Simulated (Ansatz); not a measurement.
BeS in the zincblende structure, relaxed with r2SCAN in Ansatz 0.2.0: space group F-43m (No. 216), cubic; conventional cell a = 4.869 Å, 14.43 Å³ an atom. Be is surrounded by 4 S at 2.11 Å; S is surrounded by 4 Be at 2.11 Å. It was then strained (epitaxial in the xy plane), atoms relaxed again within the symmetry left. Unstrained, HSE06 gives 4.085 eV (Γ → X, 6×6×6 mesh), and the band edges keep their places in every row. The normal direction was relaxed to zero stress. Only one sign of strain is shown, since it lowers the symmetry, and equivalent edge states can then move with another slope on the other side. Stress is positive in compression. Spin-unpolarised throughout; all numbers are computed.

Axes as in this cell:
```
Be S
1.0
     0.00000    2.43431    2.43431
     2.43431    0.00000    2.43431
     2.43431    2.43431    0.00000
Be S
1 1
Direct
  0.00000 0.00000 0.00000
  0.25000 0.25000 0.25000
```

```tsv
strain (%)	ε	ΔE_g, HSE06 (eV)	Δσ_xx, r2SCAN (GPa)	Δ(mean ε∞, r2SCAN)
+1.0	+0.0100	-0.126	-1.73	-0.02
+2.0	+0.0200	-0.242	-3.33	-0.03
+4.0	+0.0400	-0.447	-6.20	-0.05
```

**Fit ΔE_g = a x + b x² to these rows by least squares, with x = ε.** The normal equations take Σx² = 2.100e-03, Σx³ = 7.300e-05, Σx⁴ = 2.730e-06, ΣxΔE = -2.398e-02 and Σx²ΔE = -8.246e-04, and give a = -13.04 eV, b = +46.7 eV; the largest residual is 0.000 eV.

**Fit the change of σ_xx in the same way.** Δσ_xx = -178.4 x + (585) x² GPa. The slope, 178 GPa, is the biaxial modulus of the film.

**Predict the withheld row at +3.0 % (x = +0.0300).** ΔE_g ≈ -13.04 × (+0.0300) + (46.7) × (+0.0300)² = -0.349 eV, and Δσ_xx ≈ -4.83 GPa. The runs give -0.349 eV and -4.82 GPa, off by 0.000 eV and +0.01 GPa.

**Fit the last column too (unstrained value 4.94), and predict it for the withheld row.** Δ = -1.94 x + (17.3) x², which gives -0.04 at x = +0.0300; the run gives -0.04.
